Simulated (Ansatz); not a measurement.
**K2S: a single-point run**

Aim: a sound single-point run of K2S. The structure is shown as the input types it.

Computed with Ansatz 0.2.0 (density functional or hybrid calculation with the settings of its input, plane waves (as first typed), unless a step's input says otherwise).

2 further runs of the same task are left out: 2 that didn't finish.

**1. The structure to begin with**

It takes space group Fm-3m (No. 225, cubic). Conventional cell: a = 7.405 Å, b = 7.405 Å, c = 7.405 Å, α = 90.00°, β = 90.00°, γ = 90.00°. Around K (site symmetry -43m) lie 4 S at 3.21 Å. S (site symmetry m-3m) has 8 K at 3.21 Å as nearest neighbours.

Structure file:

```cif
data_structure
_symmetry_space_group_name_H-M 'Fm-3m'
_symmetry_Int_Tables_number 225
_cell_length_a 7.4054
_cell_length_b 7.4054
_cell_length_c 7.4054
_cell_angle_alpha 90.000
_cell_angle_beta 90.000
_cell_angle_gamma 90.000
_cell_volume 406.12
loop_
_atom_site_label
_atom_site_type_symbol
_atom_site_symmetry_multiplicity
_atom_site_Wyckoff_symbol
_atom_site_fract_x
_atom_site_fract_y
_atom_site_fract_z
_atom_site_occupancy
K1 K 8 c 0.25000 0.75000 0.75000 1
S1 S 4 a 0.00000 0.00000 0.00000 1
```

**2. Running it**

Input file input.yaml:

```yaml
crystal:
  lattice:
    - [0.0, 3.7027186978, 3.7027186978]
    - [3.7027186978, 0.0, 3.7027186978]
    - [3.7027186978, 3.7027186978, 0.0]
  atoms:
    - { symbol: K, position: [0.25, 0.25, 0.25] }
    - { symbol: K, position: [0.75, 0.75, 0.75] }
    - { symbol: S, position: [0.0, 0.0, 0.0] }
kpoints:
  mp_grid: { grid: [4, 4, 4] }
hamiltonian:
  xc: r2scan
scf:
  occupations: { method: fixed }
  n_extra_bands: 4
  convergence: { dr2_threshold: 0.01 }
  max_iter: 68
output:
  forces: true
  stress: true
  eigenvalues: true
```

Command:

```sh
> ansatz run input.yaml --threads 4 --pin off --max-ram 3686MiB --backend cpu --events-out ev --progress --plain --runs-dir out
```

What happens when this is run?

The program finished normally, with warnings (force scf threshold loose, stress scf threshold loose). Its log warns: «scf.convergence.dr2_threshold = 1e-2 eV is looser than this run's default, which is 1e-7 eV or tighter. The error in the forces grows as the threshold's square root ...»

The threshold asked is loose, but the program put off the close and ended at dr2 = 1.3e-8, so little accuracy was lost here.

The test: delete scf.convergence.dr2_threshold (the default then holds).
